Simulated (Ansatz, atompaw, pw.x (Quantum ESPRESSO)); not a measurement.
# Al (Z = 13): one change to the PAW (atompaw) potential, in the atom and in the bcc crystal

* Element: Al (Z = 13)
* Generator: atompaw 4.2.0.5
* Type: PAW
* Functional: PBE
* Relativity: scalar-relativistic
* Frozen core: [Ne]
* Valence charge: 3
* Reference configuration: 3s2 3p1
* Partial waves: 3s (bound): rc 2.55 bohr; 3s channel at 0.3 Ry: rc 2.55 bohr; 3p (bound): rc 2.55 bohr; 3p channel at 0.15 Ry: rc 2.55 bohr; 3d channel at -0.05 Ry: rc 2.55 bohr; 3d channel at 2.4 Ry: rc 2.30 bohr
* Local potential: ultrasoft scheme with l = 3 at 1 Ry, radius 2.15 bohr
* Core correction: smooth core density matched at 1.45 bohr
* Augmentation charge: sinc compensation charge, radius 2.05 bohr; PAW radius 2.55 bohr; waves and projectors: custom rrkj vanderbiltortho

Change: wave 3d channel at -0.05 Ry: rc 2.55 bohr becomes 3d channel at -0.05 Ry: rc 1.92 bohr.

Cutoffs, loose and tight: the cutoffs (Ry, on a coarse ladder) from which the occupation-weighted sum of valence levels, in a spherical-Bessel basis at the reference potential, stays within 10 and 1 mRy of its value at 400 Ry. They see the waves and projectors alone, not the compensation charge or the core.

Crystal test: bcc Al in pw.x 7.5, no spin, 14³ k-points, Fermi–Dirac smearing 0.01 Ry, cutoffs set for each file from its atomic test. The reference is all-electron LAPW (Ansatz 0.2.0) with the same functional, mesh and smearing; V0 and B0 come from Birch–Murnaghan fits to the pressures at five volumes. Errors are pseudo minus all-electron; Δ is the rms difference of the E(V) curves that follow from these fits, minima aligned, over ±6 % about the mean V0. Mesh and smearing are coarse, so the numbers serve the comparison and aren't converged zero-temperature values; the lattice is a test structure that the element need not adopt.

All-electron: a0 = 3.237 Å (V0 = 16.96 Å³/atom), B0 = 68.4 GPa.

Problem. Does the change bring the crystal closer to the all-electron result?

Solution. The mean pressure error goes from +0.08 to +0.03 GPa, so the change moves the solid closer to the all-electron pressures.

```json
{"quantity": "outcome (atom)", "base": "generated", "changed": "generated"}
{"quantity": "cutoff, loose (atom)", "base": "6 Ry", "changed": "6 Ry"}
{"quantity": "cutoff, tight (atom)", "base": "8 Ry", "changed": "8 Ry"}
{"quantity": "bound ghosts (atom)", "base": "none", "changed": "none"}
{"quantity": "cutoffs in pw.x (Ry)", "base": "40/400", "changed": "40/400"}
{"quantity": "a0 (Å)", "base": "3.238", "changed": "3.238"}
{"quantity": "a0 error (%)", "base": "+0.04", "changed": "+0.01"}
{"quantity": "B0 error (%)", "base": "+0.4", "changed": "+0.6"}
{"quantity": "Δ (meV/atom)", "base": "0.3", "changed": "0.1"}
{"quantity": "mean pressure error (GPa)", "base": "+0.08", "changed": "+0.03"}
```

 The atomic cutoffs weigh occupied waves only.
